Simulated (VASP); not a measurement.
Input of a VASP 6.6.1 run:

File POSCAR:

```
Zn
1.0
    0.0000000000      1.9647760000      1.9647760000
    1.9647760000      0.0000000000      1.9647760000
    1.9647760000      1.9647760000      0.0000000000
Zn
1
Direct
    0.0000000000      0.0000000000      0.0000000000
```

INCAR.step1

```
  ALGO = Normal
  EDIFF = 1E-5
  ENCUT = 520
  GGA = PE
  ISIF = 2
  ISMEAR = -1
  LASPH = True
  LCHARG = False
  LREAL = False
  LWAVE = True
  NELM = 100
  PREC = Accurate
  SIGMA = 0.05
```

The input INCAR.step2:

```
  ALGO = Normal
  EDIFF = 1E-6
  ENCUT = 520
  ISIF = 2
  ISMEAR = -1
  ISTART = 1
  LASPH = True
  LCHARG = False
  LREAL = False
  LWAVE = False
  METAGGA = MBJ
  NELM = 100
  PREC = Accurate
  SIGMA = 0.05
```

KPOINTS

```
k-points
0
Gamma
  12 12 12
```

File KPOINTS_OPT:

```
path GXWKGLUWLK,UX
15
line-mode
reciprocal
 0.0000000000  0.0000000000  0.0000000000  G
 0.5000000000  0.0000000000  0.5000000000  X

 0.5000000000  0.0000000000  0.5000000000  X
 0.5000000000  0.2500000000  0.7500000000  W

 0.5000000000  0.2500000000  0.7500000000  W
 0.3750000000  0.3750000000  0.7500000000  K

 0.3750000000  0.3750000000  0.7500000000  K
 0.0000000000  0.0000000000  0.0000000000  G

 0.0000000000  0.0000000000  0.0000000000  G
 0.5000000000  0.5000000000  0.5000000000  L

 0.5000000000  0.5000000000  0.5000000000  L
 0.6250000000  0.2500000000  0.6250000000  U

 0.6250000000  0.2500000000  0.6250000000  U
 0.5000000000  0.2500000000  0.7500000000  W

 0.5000000000  0.2500000000  0.7500000000  W
 0.5000000000  0.5000000000  0.5000000000  L

 0.5000000000  0.5000000000  0.5000000000  L
 0.3750000000  0.3750000000  0.7500000000  K

 0.6250000000  0.2500000000  0.6250000000  U
 0.5000000000  0.0000000000  0.5000000000  X
```

Potentials or basis: VASP PAW PBE potentials, release 64 (Zn).

Command:

```bash
$ cat potpaw_PBE.64/Zn/POTCAR > POTCAR
$ cp INCAR.step1 INCAR
$ mpirun -np 1 vasp_std > vasp.out
$ cp INCAR.step2 INCAR
$ mpirun -np 1 vasp_std > vasp.out
```

Predict the band gap along the path.

none (metal or under the smearing width).

Levels at the corners of the path, in eV from the Fermi level:
```tsv
point	band 4	band 5	band 6	band 7	band 8	band 9
Γ	-8.16	-7.80	-7.80	18.35	18.64	18.64
X	-7.48	-7.48	-0.91	1.85	8.66	8.66
X	-7.48	-7.48	-0.91	1.85	8.66	8.66
W	-7.78	-7.47	2.28	2.28	3.50	3.92
W	-7.78	-7.47	2.28	2.28	3.50	3.92
K	-7.72	-7.56	0.79	1.68	2.75	10.18
K	-7.72	-7.56	0.79	1.68	2.75	10.18
Γ	-8.16	-7.80	-7.80	18.35	18.64	18.64
Γ	-8.16	-7.80	-7.80	18.35	18.64	18.64
L	-7.54	-7.54	-2.87	-1.29	15.66	15.66
L	-7.54	-7.54	-2.87	-1.29	15.66	15.66
U	-7.72	-7.56	0.79	1.68	2.75	10.18
U	-7.72	-7.56	0.79	1.68	2.75	10.18
W	-7.78	-7.47	2.28	2.28	3.50	3.92
W	-7.78	-7.47	2.28	2.28	3.50	3.92
L	-7.54	-7.54	-2.87	-1.29	15.66	15.66
L	-7.54	-7.54	-2.87	-1.29	15.66	15.66
K	-7.72	-7.56	0.79	1.68	2.75	10.18
U	-7.72	-7.56	0.79	1.68	2.75	10.18
X	-7.48	-7.48	-0.91	1.85	8.66	8.66
```
